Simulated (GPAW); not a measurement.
# Ti (Im-3m) in GPAW: notebook, part 2 of 2

GPAW 26.7.0.

## (3) Relaxation of cell and atoms, PBE

Input file run.py:

```python
from ase import Atoms
from ase.filters import FrechetCellFilter
from ase.io import write
from ase.optimize import BFGS
from gpaw import GPAW, PW

atoms = Atoms(['Ti'],
              cell=[[-1.641, 1.641, 1.641],
                    [1.641, -1.641, 1.641],
                    [1.641, 1.641, -1.641]],
              scaled_positions=[[0.0, 0.0, 0.0]],
              pbc=True)

calc = GPAW(mode=PW(600),
            xc='PBE',
            kpts={'size': (11, 11, 11), 'gamma': True},
            occupations={'name': 'fermi-dirac', 'width': 0.05},
            nbands=14,
            convergence={'density': 1e-05, 'forces': 0.0001},
            maxiter=150,
            txt='gpaw.txt')
atoms.calc = calc
opt = BFGS(FrechetCellFilter(atoms), trajectory='relax.traj', logfile='-')
done = opt.run(fmax=0.02, steps=60)
calc.write('gs.gpw')
write('result.traj', atoms)
print('Converged:', done)
print('Cell:', atoms.cell.cellpar().round(4))
print('Volume:', round(atoms.get_volume(), 4))
print(atoms.get_scaled_positions().round(5))
```

Potentials or basis: GPAW PAW data sets (gpaw-data 1.2.1), pw.

Command:

```
$ OMP_NUM_THREADS=1 python run.py
```

Run time: 24 s. Hardware: 1 thread of Arm Neoverse V1, shared host; peak memory 0.14 GiB.

It converged, with:

```yaml
Free_energy: -6.5669 eV
Relaxed_volume: 17.15 Å³/atom
Relaxed_cell: a = 2.814 Å, b = 2.814 Å, c = 2.814 Å, α = 109.47°, β = 109.47°, γ = 109.47°
Space_group_after_relaxing_to_0.05_Å: Im-3m (No. 229)
Energy_gained_by_relaxing: 2.5 meV/atom
Ionic_steps: 3
Pressure_after_relaxing: 0.0 GPa
Band_gap_on_the_k_mesh: none (metal or under the smearing width)
```

The path:
| step | energy change (eV) | largest force (eV/Å) | pressure (GPa) | volume (Å³) |
| --- | --- | --- | --- | --- |
| 1 | 0.0000 | 0.0000 | -3.04 | 17.68 |
| 2 | -0.0023 | 0.0000 | -1.61 | 17.42 |
| 3 | -0.0025 | 0.0000 | 0.03 | 17.15 |

Final structure:
```
CELL_PARAMETERS angstrom
-1.62463 1.62463 1.62463
1.62463 -1.62463 1.62463
1.62463 1.62463 -1.62463
ATOMIC_POSITIONS crystal
Ti 0.00000 0.00000 0.00000
```

Levels at points of the mesh, in eV from the Fermi level:
| k point | band 3 | band 4 | band 5 | band 6 | band 7 | band 8 | band 9 | band 10 |
| --- | --- | --- | --- | --- | --- | --- | --- | --- |
| (0.00, 0.00, 0.00) | -32.32 | -32.32 | -5.94 | 1.02 | 1.02 | 1.02 | 2.80 | 2.80 |

Caveat: later steps reuse the first step's grids.

## (4) Relaxation of cell and atoms, LDA, target pressure 10 GPa, at which the enthalpy is minimised

Changes to run.py since step 3:

```diff
@@ -3,3 +3,4 @@
 from ase.io import write
-from ase.optimize import BFGS
+from ase.optimize import LBFGS
+from ase.units import GPa
 from gpaw import GPAW, PW
@@ -14,3 +15,3 @@
 calc = GPAW(mode=PW(600),
-            xc='PBE',
+            xc='LDA',
             kpts={'size': (11, 11, 11), 'gamma': True},
@@ -22,4 +23,4 @@
 atoms.calc = calc
-opt = BFGS(FrechetCellFilter(atoms), trajectory='relax.traj', logfile='-')
-done = opt.run(fmax=0.02, steps=60)
+opt = LBFGS(FrechetCellFilter(atoms, scalar_pressure=10 * GPa), trajectory='relax.traj', logfile='-')
+done = opt.run(fmax=0.01, steps=40)
 calc.write('gs.gpw')
```

Potentials or basis: the program's PAW data sets (release 1.2.1) made for this functional, pw.

Command:

```
$ OMP_NUM_THREADS=1 python run.py
```

gpaw.txt:

```text
__  _  _
 | _ |_)|_||  |
 |__||  | ||/\| - 26.7.0

Input parameters:
  mode=PW(ecut=600.0),
  convergence={'density': 1e-05, 'forces': 0.0001},
  kpts=MonkhorstPack(size=(11, 11, 11), gamma=True),
  maxiter=150,
  nbands=14,
  occupations=Occupations(name='fermi-dirac', width=0.05),
  xc=XC(name='LDA')

Diagonalizing LCAO Hamiltonian
Converting LCAO to pw mode

       Ti

Atoms  # Å, Bohr magnetons
|   | symbol |        x |        y |        z |    initial magnetic moments |
|---|--------|----------|----------|----------|-----------------------------|
| 0 |     Ti | 0.000000 | 0.000000 | 0.000000 | ( 0.0000,  0.0000,  0.0000) |

Unit cell  # Å
| periodic |         x |         y |         z |  lengths |     angles |
|----------|-----------|-----------|-----------|----------|------------|
|      yes | -1.641000 |  1.641000 |  1.641000 | 2.842295 | 109.471221 |
|      yes |  1.641000 | -1.641000 |  1.641000 | 2.842295 | 109.471221 |
|      yes |  1.641000 |  1.641000 | -1.641000 | 2.842295 | 109.471221 |

Number of symmetries: 48
Symmetry operations  # r_c * U_cc + t_c -> r_c
|    | kind |            matrix            |
|----|------|------------------------------|
|  0 |  σ   |  1, 1, 1,  0, 0,-1,  0,-1, 0 |
|  1 |  C4  |  1, 1, 1,  0, 0,-1, -1, 0, 0 |
|  2 |  C2  |  1, 1, 1,  0,-1, 0,  0, 0,-1 |
|  3 |  S6  |  1, 1, 1,  0,-1, 0, -1, 0, 0 |
|  4 |  S6  |  1, 1, 1, -1, 0, 0,  0, 0,-1 |
|  5 |  C4  |  1, 1, 1, -1, 0, 0,  0,-1, 0 |
|  6 |  E   |  1, 0, 0,  0, 1, 0,  0, 0, 1 |
|  7 |  σ   |  1, 0, 0,  0, 1, 0, -1,-1,-1 |
|  8 |  σ   |  1, 0, 0,  0, 0, 1,  0, 1, 0 |
|  9 |  C3  |  1, 0, 0,  0, 0, 1, -1,-1,-1 |
| 10 |  C3  |  1, 0, 0, -1,-1,-1,  0, 1, 0 |
| 11 |  σ   |  1, 0, 0, -1,-1,-1,  0, 0, 1 |
| 12 |  σ   |  0, 1, 0,  1, 0, 0,  0, 0, 1 |
| 13 |  C2  |  0, 1, 0,  1, 0, 0, -1,-1,-1 |
| 14 |  C3  |  0, 1, 0,  0, 0, 1,  1, 0, 0 |
| 15 |  S4  |  0, 1, 0,  0, 0, 1, -1,-1,-1 |
| 16 |  S4  |  0, 1, 0, -1,-1,-1,  1, 0, 0 |
| 17 |  C3  |  0, 1, 0, -1,-1,-1,  0, 0, 1 |
| 18 |  C3  |  0, 0, 1,  1, 0, 0,  0, 1, 0 |
| 19 |  S4  |  0, 0, 1,  1, 0, 0, -1,-1,-1 |
| 20 |  σ   |  0, 0, 1,  0, 1, 0,  1, 0, 0 |
| 21 |  C3  |  0, 0, 1,  0, 1, 0, -1,-1,-1 |
| 22 |  C2  |  0, 0, 1, -1,-1,-1,  1, 0, 0 |
[... 407 lines left out ...]
Fermi level: 8.877
Eigenvalues  # (at kpt = [0.000, 0.000, 0.000])
| band index |      eig [eV] | occ [0-2] |
|------------|---------------|-----------|
|          0 |       -46.851 |     2.000 |
|          1 |       -22.912 |     2.000 |
|          2 |       -22.912 |     2.000 |
|          3 |       -22.912 |     2.000 |
|          4 |         2.890 |     2.000 |
|          5 |         9.929 |     0.000 |
|          6 |         9.929 |     0.000 |
|          7 |         9.929 |     0.000 |
|          8 |        11.894 |     0.000 |
|          9 |        11.894 |     0.000 |
|         10 |        27.028 |     0.000 |
|         11 |        27.028 |     0.000 |
|         12 |        27.028 |     0.000 |
|         13 |        33.561 |     0.000 |

No gap
No difference between direct/indirect transitions

Stress tensor  # eV/Ang^3
|        x |        y |        z |
|----------|----------|----------|
| 0.008367 | 0.000000 | 0.000000 |
| 0.000000 | 0.008367 | 0.000000 |
| 0.000000 | 0.000000 | 0.008367 |

Forces  # eV/Ang
|       x |       y |       z |
|---------|---------|---------|
| 0.00000 | 0.00000 | 0.00000 |  # Ti   0

Interpolating wave functions to new cell

       Ti

Atoms  # Å, Bohr magnetons
|   | symbol |        x |        y |        z |    initial magnetic moments |
|---|--------|----------|----------|----------|-----------------------------|
| 0 |     Ti | 0.000000 | 0.000000 | 0.000000 | ( 0.0000,  0.0000,  0.0000) |

Unit cell  # Å
| periodic |         x |         y |         z |  lengths |     angles |
|----------|-----------|-----------|-----------|----------|------------|
|      yes | -1.538145 |  1.538145 |  1.538145 | 2.664145 | 109.471221 |
|      yes |  1.538145 | -1.538145 |  1.538145 | 2.664145 | 109.471221 |
|      yes |  1.538145 |  1.538145 | -1.538145 | 2.664145 | 109.471221 |

Number of symmetries: 48
Symmetry operations  # r_c * U_cc + t_c -> r_c
|    | kind |            matrix            |
|----|------|------------------------------|
|  0 |  σ   |  1, 1, 1,  0, 0,-1,  0,-1, 0 |
|  1 |  C4  |  1, 1, 1,  0, 0,-1, -1, 0, 0 |
|  2 |  C2  |  1, 1, 1,  0,-1, 0,  0, 0,-1 |
|  3 |  S6  |  1, 1, 1,  0,-1, 0, -1, 0, 0 |
|  4 |  S6  |  1, 1, 1, -1, 0, 0,  0, 0,-1 |
|  5 |  C4  |  1, 1, 1, -1, 0, 0,  0,-1, 0 |
|  6 |  E   |  1, 0, 0,  0, 1, 0,  0, 0, 1 |
|  7 |  σ   |  1, 0, 0,  0, 1, 0, -1,-1,-1 |
|  8 |  σ   |  1, 0, 0,  0, 0, 1,  0, 1, 0 |
|  9 |  C3  |  1, 0, 0,  0, 0, 1, -1,-1,-1 |
| 10 |  C3  |  1, 0, 0, -1,-1,-1,  0, 1, 0 |
| 11 |  σ   |  1, 0, 0, -1,-1,-1,  0, 0, 1 |
| 12 |  σ   |  0, 1, 0,  1, 0, 0,  0, 0, 1 |
[... 416 lines left out ...]
Fermi level: 9.857
Eigenvalues  # (at kpt = [0.000, 0.000, 0.000])
| band index |      eig [eV] | occ [0-2] |
|------------|---------------|-----------|
|          0 |       -45.734 |     2.000 |
|          1 |       -21.644 |     2.000 |
|          2 |       -21.644 |     2.000 |
|          3 |       -21.644 |     2.000 |
|          4 |         3.769 |     2.000 |
|          5 |        10.975 |     0.000 |
|          6 |        10.975 |     0.000 |
|          7 |        10.975 |     0.000 |
|          8 |        13.148 |     0.000 |
|          9 |        13.148 |     0.000 |
|         10 |        28.624 |     0.000 |
|         11 |        28.624 |     0.000 |
|         12 |        28.624 |     0.000 |
|         13 |        35.825 |     0.000 |

No gap
No difference between direct/indirect transitions

Stress tensor  # eV/Ang^3
|         x |         y |         z |
|-----------|-----------|-----------|
| -0.062150 | -0.000000 | -0.000000 |
| -0.000000 | -0.062150 |  0.000000 |
| -0.000000 |  0.000000 | -0.062150 |

Forces  # eV/Ang
|        x |        y |        z |
|----------|----------|----------|
| -0.00000 | -0.00000 | -0.00000 |  # Ti   0

# Writing to gs.gpw (mode='')
```

stdout:

```text
Step          Energy          fmax
LBFGS:    0       -6.216305        2.362548
LBFGS:    1       -6.384794        1.130675
LBFGS:    2       -6.423046        0.129446
LBFGS:    3       -6.424525        0.003893
Converged: True
Cell: [  2.6726   2.6726   2.6726 109.4712 109.4712 109.4712]
Volume: 14.696
[[0. 0. 0.]]
```

It took 30 s on 1 thread of Arm Neoverse V1, shared host; peak memory 0.16 GiB.

Results:

| Property | Result |
| --- | --- |
| Free energy | -7.3418 eV |
| Relaxed volume | 14.70 Å³/atom |
| Relaxed cell | a = 2.673 Å, b = 2.673 Å, c = 2.673 Å, α = 109.47°, β = 109.47°, γ = 109.47° |
| Space group after relaxing (to 0.05 Å) | Im-3m (No. 229) |
| Energy change on relaxing (the enthalpy is what falls) | -26.1 meV/atom |
| Ionic steps | 4 |
| Pressure after relaxing | 10.0 GPa |
| Band gap on the k mesh | none (metal or under the smearing width) |

The path:
| step | energy change (eV) | largest force (eV/Å) | pressure (GPa) | volume (Å³) |
| --- | --- | --- | --- | --- |
| 1 | 0.0000 | 0.0000 | -11.41 | 17.68 |
| 2 | -0.0646 | 0.0000 | -1.34 | 15.97 |
| 3 | -0.0160 | 0.0000 | 11.42 | 14.56 |
| 4 | -0.0261 | 0.0000 | 9.96 | 14.70 |

Final structure:
```
Ti
1.0
    -1.54305    1.54305    1.54305
     1.54305   -1.54305    1.54305
     1.54305    1.54305   -1.54305
Ti
1
Direct
  0.00000 0.00000 0.00000
```

Caveat: later steps reuse the first step's grids; the volume moved by over 15 % at a fixed basis, so the end points are rough. LDA usually gives volumes a few per cent too small.

## (5) Overview

| task | level | potentials or basis | cell | smearing | optimizer | fmax | max steps | convergence | target pressure | gap on the mesh (eV) | pressure (GPa) |
| --- | --- | --- | --- | --- | --- | --- | --- | --- | --- | --- | --- |
| single point | PBE | GPAW PAW data sets (gpaw-data 1.2.1), pw | as given | gaussian 0.011 eV | - | - | - | - | - | none | -3.4 |
| relaxation of cell and atoms | PBE | GPAW PAW data sets (gpaw-data 1.2.1), pw | relaxed | fermi-dirac 0.05 eV | BFGS | 0.02 eV/Å | 60 | density=1e-05 forces=0.0001 | - | none | 0.0 |
| relaxation of cell and atoms | LDA | the program's PAW data sets (release 1.2.1) made for this functional, pw | relaxed to 10 GPa | fermi-dirac 0.05 eV | LBFGS | 0.01 eV/Å | 40 | density=1e-05 forces=0.0001 | 10 GPa | none | 10.0 |

Alike in all rows: no spin polarisation; k mesh 11 × 11 × 11; cutoff (eV) 600.

Caveats: later steps reuse the first step's grids (some runs); the volume moved by over 15 % at a fixed basis, so the end points are rough (some runs).

Absolute energies hang on the potentials; compare differences alone.
